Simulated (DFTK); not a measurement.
Crystal: Mo.

```xyz
1
Lattice="-1.5838 1.5838 1.5838 1.5838 -1.5838 1.5838 1.5838 1.5838 -1.5838" Properties=species:S:1:pos:R:3 pbc="T T T"
Mo    0.0000    0.0000    0.0000
```

Base run:

```yaml
Program: DFTK 0.8.2
Functional: PBEsol
Potentials_or_basis: dojo.nc.sr.pbesol.v0_4_1.standard.upf (PBEsol)
Cutoff: 1088 eV
k_mesh: 12 × 12 × 12
Occupations: fermi-dirac, width 0.05 eV
Spin: no spin polarisation
```

Its results: band gap on the k mesh none (metal or under the smearing width); pressure -9.4 GPa.

Task: After a change of settings the same cell gave: band gap on the k mesh none (metal or under the smearing width); pressure -10.3 GPa. Which change was it?
A. functional from PBEsol to PBE; potentials or basis from dojo.nc.sr.pbesol.v0_4_1.standard.upf (PBEsol) to dojo.nc.sr.pbe.v0_4_1.standard.upf (PBE)
B. functional from PBEsol to LDA; potentials or basis from dojo.nc.sr.pbesol.v0_4_1.standard.upf (PBEsol) to cp2k.nc.sr.lda.v0_1.semicore.gth (LDA, GTH); cutoff from 1088 eV to 1415 eV
C. potentials or basis from dojo.nc.sr.pbesol.v0_4_1.standard.upf (PBEsol) to cp2k.nc.sr.pbe.v0_1.largecore.gth (PBE, GTH); cutoff from 1088 eV to 1306 eV

Result: C.

Caveats: GTH potentials come without recommended cutoffs, and this one wasn't checked for convergence (some runs); the potentials were made for another functional, which shifts forces and pressure (some runs).

Not every run made on this cell is shown here.
